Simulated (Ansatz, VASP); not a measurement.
**One calculation of Mo, two programs**

The input INCAR:

```
SYSTEM = Mo
PREC = Accurate ; ENCUT = 520
EDIFF = 1E-7 ; ISMEAR = 0
SIGMA = 0.15 ; LREAL = .FALSE.
LASPH = .TRUE. ; NELM = 100
ALGO = Normal ; ISIF = 2
LWAVE = .FALSE. ; LCHARG = .FALSE.
GGA = PS ; NBANDS = 13
```

Contents of KPOINTS:

```
regular mesh
0
G
  18 18 18
  0 0 0
```

POSCAR

```
Mo
1.0
    2.8175757091      0.0000000000      0.0000000000
   -1.4087878546      2.4400921412      0.0000000000
    0.0000000000      0.0000000000      2.4785252790
Mo
1
Direct
    0.0000000000      0.0000000000      0.5000000000
```

Input for Ansatz:

```yaml
crystal:
  lattice:
    - [2.8175757091, 0.0, 0.0]
    - [-1.4087878546, 2.4400921412, 0.0]
    - [0.0, 0.0, 2.478525279]
  atoms:
    - { symbol: Mo, position: [0.0, 0.0, 0.5] }
basis:
  ecutwfc: 420
kpoints:
  mp_grid: { grid: [18, 18, 18] }
hamiltonian:
  xc: pbesol
scf:
  occupations: { method: gaussian, width: 0.15 }
output:
  forces: true
  stress: true
  eigenvalues: true
```

Change from the starting cell: strain +0.030 along x and y, -0.030 along z, atoms carried along.

Alike in both runs: task single point; functional PBEsol; k mesh 18 × 18 × 18; occupations gaussian, width 0.15 eV; no spin polarisation.

|  | VASP | Ansatz |
| --- | --- | --- |
| version | VASP 6.6.1 | Ansatz 0.2.0 |
| potentials or method | VASP PAW PBE potentials, release 64 (Mo_sv) | scalar-relativistic, plane waves, PAW |
| plane-wave cutoff (eV) | 520 | 420 |
| valence electrons in the cell | 14 | 14 |

VASP gave:

* gap on the k mesh at the Fermi level (eV): none
* pressure (GPa): -8.5
* largest component of the traceless stress (GPa): 5.44

Question: Which values does Ansatz return?

Answer: gap on the k mesh at the Fermi level (eV): none; pressure (GPa): -9.0; largest component of the traceless stress (GPa): 5.12.

A gap of «none» marks a metal or a gap that the smearing closes.

Caveats: the PAW data sets were made with another functional, which shifts forces and pressure a little (VASP).
